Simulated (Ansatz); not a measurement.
An Ansatz (a program for electronic structure) run: InN with a change (strain tensor (xx, yy, zz, yz, xz, xy) = (−1.12, +0.44, +0.81, +0.63, +0.45, +0.25) %); Ansatz, PBEsol, PAW, cutoff 420 eV, no SOC.

Input:

Ansatz 0.2 input:
```yaml
crystal:
  lattice:
    - [3.4973198414, 0.0086654871, 0.0159162007]
    - [-1.7411553888, 3.0722190427, 0.0113392675]
    - [0.0257109991, 0.0359953988, 5.7598351586]
  atoms:
    - { symbol: In, position: [0.6666666667, 0.3333333333, 0.0020299435] }
    - { symbol: In, position: [0.3333333333, 0.6666666667, 0.5020299435] }
    - { symbol: N, position: [0.6666666667, 0.3333333333, 0.6231700565] }
    - { symbol: N, position: [0.3333333333, 0.6666666667, 0.1231700565] }
basis: { ecutwfc: 420, ecutrho_ratio: 4, xc_grid: 2, fft_grid_basis: typed }
kpoints: { mp_grid: { grid: [11, 11, 6] } }
hamiltonian:
  xc: pbesol
  dispersion: none
  pseudopotentials: { kind: paw }
scf: { occupations: { method: fermi_dirac, width: 0.05 }, convergence: { dr2_threshold: 0.0000000004 } }
relax: { f_tol: 0.005, max_steps: 50 }
output: { forces: true, stress: true }
checkpoint: { write: state.ck, write_every: 1000 }
```

Output (explanatory and most iteration lines left out):

```
Relaxation: its limit of steps is 50 (relax.max_steps)
Pseudopotential: In, paw, valence charge 13
Pseudopotential: N, paw, valence charge 5
Crystal: 4 atoms, lattice volume = 61.970 Å³
Basis set: ecut = 420 eV, 1203 PW (Γ), exchange–correlation on 48×48×80 points (8 copies of the dense FFT grid, shifted against one another)
Bands: 22, of which v1, the nominal top of the filled ones, is band 18 counted from 1 (17 counted from 0)
Symmetry: 1 space group operations
Space group: P1 (ITA 1), of the structure as read, at distance tolerance 4.0e-5 Å
k-points: 364 of 726 (time reversal used)
Functional: x = pbesol(κ = 0.804, μ = 0.12345679012345678), c = pbesol(β = 0.046)
SCF iter   1: F=—  HF=-11807.781551 eV  |F-HF|=—  |Δ(HF+E_count)|=         —  Δρ=1.44e-2  dr2=1.44e-1  ethr=1.77e-3  ⟨swp⟩=6.0  Hψ=36333  notcnv=0
SCF iter   2: F=—  HF=-11807.744735 eV  |F-HF|=—  |Δ(HF+E_count)|=   3.68e-2  Δρ=2.77e-3  dr2=3.27e-3  ethr=3.99e-4  ⟨swp⟩=2.0  Hψ=13597  notcnv=0
SCF 1 converged in 9 iterations: F = -11807.743970 eV  dr2 = 1.24e-10
relax step   1: F+E_penalty+E_count = -11807.74396989 eV  Δ(F+E_penalty+E_count) = +0.000e0 eV  max|allowed force component| = 2.142e-1 eV/Å  Δτ_max = 0.0000 Å  (9 SCF iters, accepted)
Crystal: 4 atoms, lattice volume = 61.970 Å³
SCF iter   1: F=—  HF=-11807.747973 eV  |F-HF|=—  |Δ(HF+E_count)|=         —  Δρ=7.84e-4  dr2=2.68e-4  ethr=7.18e-7  ⟨swp⟩=2.0  Hψ=30287  notcnv=0
SCF iter   2: F=—  HF=-11807.747904 eV  |F-HF|=—  |Δ(HF+E_count)|=   6.95e-5  Δρ=3.84e-4  dr2=7.31e-5  ethr=7.18e-7  ⟨swp⟩=2.1  Hψ=13979  notcnv=0
SCF 2 converged in 6 iterations: F = -11807.747901 eV  dr2 = 1.87e-10
relax step   2: F+E_penalty+E_count = -11807.74790079 eV  Δ(F+E_penalty+E_count) = -3.931e-3 eV  max|allowed force component| = 8.408e-2 eV/Å  Δτ_max = 0.0098 Å  (6 SCF iters, accepted)
Crystal: 4 atoms, lattice volume = 61.970 Å³
SCF iter   1: F=—  HF=-11807.748781 eV  |F-HF|=—  |Δ(HF+E_count)|=         —  Δρ=5.88e-4  dr2=1.31e-4  ethr=3.37e-6  ⟨swp⟩=2.4  Hψ=22018  notcnv=0
SCF iter   2: F=—  HF=-11807.748740 eV  |F-HF|=—  |Δ(HF+E_count)|=   4.07e-5  Δρ=2.59e-4  dr2=2.86e-5  ethr=3.64e-7  ⟨swp⟩=2.4  Hψ=16246  notcnv=0
SCF 3 converged in 6 iterations: F = -11807.748748 eV  dr2 = 6.86e-11
relax step   3: F+E_penalty+E_count = -11807.74874817 eV  Δ(F+E_penalty+E_count) = -8.474e-4 eV  max|allowed force component| = 1.533e-3 eV/Å  Δτ_max = 0.0054 Å  (6 SCF iters, accepted)
SCF converged after 6 iterations
Free energy (F): -11807.748748 eV
Internal energy: -11807.748190 eV  (E = F + TS)
E sigma→0 (E₀):  -11807.748469 eV
Entropy (-TS):   -0.000559 eV (-0.140 meV/atom)
Fermi energy:    9.483418 eV
--- Forces (eV/Å), atoms counted from 1 ---
  atom   1  In     0.00032902    -0.00043876    -0.00153190
  atom   2  In    -0.00016666     0.00070797     0.00076334
  atom   3  N     -0.00005839    -0.00015274     0.00022815
  atom   4  N     -0.00010629    -0.00011980     0.00054347
--- Stress (GPa, compression-positive) ---
        1.240775      -0.266362      -0.415776
       -0.266362      -0.488864      -0.615718
       -0.415776      -0.615718      -1.228817
  P = ⅓ Tr σ = -0.1590 GPa (-1.590 kbar)
--- Relaxed structure (3 steps of the walk, 3 accepted, 0 SCFs on fresh bases) ---
  atoms:
    - { symbol: In, position: [0.6676690469291345, 0.33306452642935586, 0.0008076612001895922] }
    - { symbol: In, position: [0.33499359129936845, 0.6692761616709049, 0.5007786885750839] }
    - { symbol: N, position: [0.6646425118253911, 0.3289856695163599, 0.6244241120422765] }
    - { symbol: N, position: [0.3326948499461059, 0.6686736423833787, 0.12438953818244988] }
```

Whether these cells are dynamically stable was not tested. All final runs are without spin polarisation. The cell was made from InN in the wurtzite structure (space group P6_3mc, No. 186) by this change: strain tensor (xx, yy, zz, yz, xz, xy) = (−1.12, +0.44, +0.81, +0.63, +0.45, +0.25) %.
